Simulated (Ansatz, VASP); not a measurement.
Two plane-wave programs on Sb

The input INCAR:

```
SYSTEM = Sb
ALGO = Normal
EDIFF = 1E-6
EDIFFG = -0.01
ENCUT = 600
GGA = RP
IBRION = 2
ISIF = 3
ISMEAR = -1
IVDW = 12
LASPH = .True.
LCHARG = .False.
LREAL = .False.
LWAVE = .False.
NELM = 80
NSW = 60
PREC = Accurate
SIGMA = 0.05
```

Contents of KPOINTS:

```
k-points
0
Gamma
  10 10 10
  0 0 0
```

The input POSCAR:

```
Sb
1.0
    0.0000000000      2.3712425216      2.3712425216
    2.3712425216      0.0000000000      2.3712425216
    2.3712425216      2.3712425216      0.0000000000
Sb
1
Direct
    0.0000000000      0.0000000000      0.0000000000
```

The input input.yaml:

```yaml
crystal:
  lattice:
    - [0.0, 2.3712425216, 2.3712425216]
    - [2.3712425216, 0.0, 2.3712425216]
    - [2.3712425216, 2.3712425216, 0.0]
  atoms:
    - { symbol: Sb, position: [0.0, 0.0, 0.0] }
hamiltonian:
  xc: rpbe
  pseudopotentials: { kind: paw }
  dispersion: d3bj
kpoints:
  mp_grid: { grid: [10, 10, 10] }
scf:
  occupations: { method: fermi_dirac, width: 0.05 }
output:
  forces: true
  stress: true
  eigenvalues: true
relax:
  f_tol: 0.01
  max_steps: 40
  cell: { stress_tol: 0.05 }
```

This isn't the form of Sb at room conditions, which is rhombohedral.

Alike in both runs: task relaxation of cell and atoms; functional RPBE; dispersion D3(BJ); k mesh 10 × 10 × 10; occupations fermi-dirac, width 0.05 eV; no spin polarisation.

|  | VASP | Ansatz |
| --- | --- | --- |
| version | VASP 6.6.1 | Ansatz 0.2.0 |
| potentials or method | VASP PAW PBE potentials, release 64 (Sb) | Ansatz PAW |
| plane-wave cutoff (eV) | 600 | 420 |
| valence electrons in the cell | 5 | 15 |

Ansatz gave:

```
gap on the k mesh at the Fermi level, each at its own relaxed structure (eV) : none
relaxed volume (Å³/atom)                                                     : 19.94
relaxed cell length with the largest relative difference (Å)                 : 3.044
energy change over the relaxation (meV/atom)                                 : -624
```

Q: What did VASP give for the same quantities?

A: gap on the k mesh at the Fermi level, each at its own relaxed structure (eV): none; relaxed volume (Å³/atom): 19.93; relaxed cell length with the largest relative difference (Å): 3.043; energy change over the relaxation (meV/atom): -632.

A gap of «none» marks a metal or a gap that the smearing closes. The two sets of potentials don't hold the same shells in valence.

Caveats: the volume moved by over 15 % at a fixed basis, so the end points are rough; pairwise dispersion overbinds metals, which lowers pressure and volume; the PAW data sets were made with another functional, which shifts forces and pressure a little (VASP); the plane-wave basis is chosen anew once the cell has moved, so the energies of steps on either side of that aren't comparable (Ansatz); the PAW data sets come from PBE, with cores solved anew for the run's functional, which leaves a small shift of forces and pressure (Ansatz). Spin-orbit coupling is left out, which matters for the levels of Sb.
